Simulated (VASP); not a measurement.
Sb: relaxation of cell and atoms with PBE+D3(BJ)

Sb:

```
CELL_PARAMETERS angstrom
2.15188 1.24239 3.63750
-2.15188 1.24239 3.63750
0.00000 -2.48478 3.63750
ATOMIC_POSITIONS crystal
Sb 0.23737 0.23737 0.23737
Sb 0.76263 0.76263 0.76263
```

| Quantity | Value |
| --- | --- |
| Program | VASP 6.6.1 |
| Task | relaxation of cell and atoms |
| Functional | PBE |
| Dispersion | D3(BJ) |
| Potentials or basis | VASP PAW PBE potentials, release 64 (Sb) |
| Cutoff | 600 eV |
| k mesh | 10 × 10 × 10 |
| Occupations | methfessel-paxton, width 0.1 eV |
| Spin | no spin polarisation |
| Target pressure | 1 GPa |
| Further INCAR settings | ALGO = Normal; EDIFF = 1e-07; IBRION = 2; EDIFFG = -0.005; NSW = 90; ISIF = 3 |
| Target pressure | 1 GPa |

```
Relaxed volume                                         : 29.18 Å³/atom
Relaxed cell                                           : a = 4.406 Å, b = 4.406 Å, c = 4.406 Å, α = 58.48°, β = 58.48°, γ = 58.48°
Space group after relaxing (to 0.05 Å)                 : R-3m (No. 166)
Energy change on relaxing (the enthalpy is what falls) : -0.1 meV/atom
Ionic steps                                            : 3
Pressure after relaxing                                : 1.0 GPa
Largest force after relaxing                           : 0.003 eV/Å
Band gap on the k mesh                                 : none (metal or under the smearing width)
Dispersion energy per atom                             : -0.490 eV
```

Forces in eV/Å, atoms in the order of the input:
```
Sb   0.000  0.000  0.003
Sb   0.000  0.000 -0.003
```

The path:
```csv
step,energy change (eV),largest force (eV/Å),pressure (GPa),volume (Å³)
1,0.0000,0.0057,1.03,58.35
2,-0.0003,0.0002,0.97,58.40
3,-0.0001,0.0030,1.00,58.37
```

Final structure:
```
CELL_PARAMETERS angstrom
2.15217 1.24255 3.63787
-2.15217 1.24255 3.63787
0.00000 -2.48511 3.63787
ATOMIC_POSITIONS crystal
Sb 0.23738 0.23738 0.23738
Sb 0.76262 0.76262 0.76262
```

Levels at points of the mesh, in eV from the Fermi level:
```
           k point  band 3  band 4  band 5  band 6  band 7  band 8
(0.00, 0.00, 0.00)   -1.92   -1.79   -1.79    2.55    2.98    2.98
(0.50, 0.00, 0.00)   -1.63   -1.45   -0.28   -0.05    0.24    0.31
(0.50, 0.50, 0.00)   -5.65   -3.79   -3.75    1.68    5.27    5.60
(0.50, 0.50, 0.50)   -1.18   -1.18   -0.31   -0.07   -0.07    0.97
```

Wall time 42 s on 2 MPI ranks on Intel(R) Xeon(R) 6975P-C (Granite Rapids) (shared host), peak memory 0.25 GiB a rank.

Caveat: the cell is relaxed towards a set pressure, so the enthalpy falls and the energy may rise; pairwise dispersion overbinds metals, which lowers pressure and volume. Spin-orbit coupling is left out, which matters for the levels of Sb.
